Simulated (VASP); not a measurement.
## TiNi under changes of volume

One of the cells (12.521 Å³/atom); the others are scaled copies at fixed shape and fractional positions:

```xyz
2
Lattice="2.7236 0.0000 0.0000 0.0000 2.7236 0.0000 0.0000 0.0000 3.3757" Properties=species:S:1:pos:R:3 pbc="T T T"
Ni    0.0000    0.0000    0.0000
Ti    1.3618    1.3618    1.6878
```

The cell comes from a database or a generator and needn't be the stable form of this composition.

```yaml
Program: VASP 6.6.1
Functional: LDA
Potentials_or_basis: VASP PAW LDA potentials, release 64 (Ni, Ti_sv)
Cutoff: 520 eV
k_mesh: 8 × 8 × 8
Occupations: fermi-dirac, width 0.05 eV
Spin: collinear spin, ferromagnetic start
Starting_moments: "[1.0, 1.0] μB"
```

| volume (Å³/atom) | energy over the lowest point (meV/atom) | pressure (GPa) |
| --- | --- | --- |
| 12.020 | ? | ? |
| 12.270 | 3.27 | 3.9 |
| 12.521 | 0.00 | 0.0 |
| 12.771 | 2.58 | -3.5 |
| 13.021 | 10.43 | -6.7 |

**Question.** What does the run at 12.020 Å³/atom give?

**Answer.** Energy over the lowest point 13.02 meV/atom; pressure 8.3 GPa.

Worked out: A Birch-Murnaghan fit of order 2 (a polynomial in V^(-2/3)) to the other rows has its minimum at 12.53 Å³/atom with B0 = V·E''(V) = 186 GPa at fixed shape and positions, which overstates the stiffness. It gives 12.98 meV/atom at 12.020 Å³/atom, against the run's 13.02, and -dE/dV = 8.4 GPa, against 8.3.

Energies are extrapolated to zero smearing.
